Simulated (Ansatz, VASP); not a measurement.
**Al: VASP beside Ansatz**

```
CELL_PARAMETERS angstrom
3.98208 0.00000 0.00000
0.00000 -3.98208 0.00000
0.00000 0.00000 -3.98208
ATOMIC_POSITIONS crystal
Al 0.00000 0.50000 0.50000
Al 0.50000 0.00000 0.50000
Al 0.50000 0.50000 0.00000
Al 0.00000 0.00000 0.00000
```

Alike in both runs: task relaxation of cell and atoms; functional PBE; dispersion D3(BJ); k mesh 10 × 10 × 10; occupations gaussian, width 0.1 eV; no spin polarisation.

|  | VASP | Ansatz |
| --- | --- | --- |
| version | VASP 6.6.1 | Ansatz 0.2.0 |
| potentials or method | VASP PAW PBE potentials, release 64 (Al) | scalar-relativistic, plane waves, PAW |
| plane-wave cutoff (eV) | 600 | 420 |
| valence electrons in the cell | 12 | 12 |

```tsv
	VASP	Ansatz	Ansatz less VASP
gap on the k mesh at the Fermi level, each at its own relaxed structure (eV)	none	none	-
relaxed volume (Å³/atom)	15.79	15.79	0.000
relaxed cell length with the largest relative difference (Å)	3.982	3.982	0.0000
```

A gap of «none» marks a metal or a gap that the smearing closes.

Caveats: the relaxation stopped at its first step, so nothing moved; pairwise dispersion overbinds metals, which lowers pressure and volume.
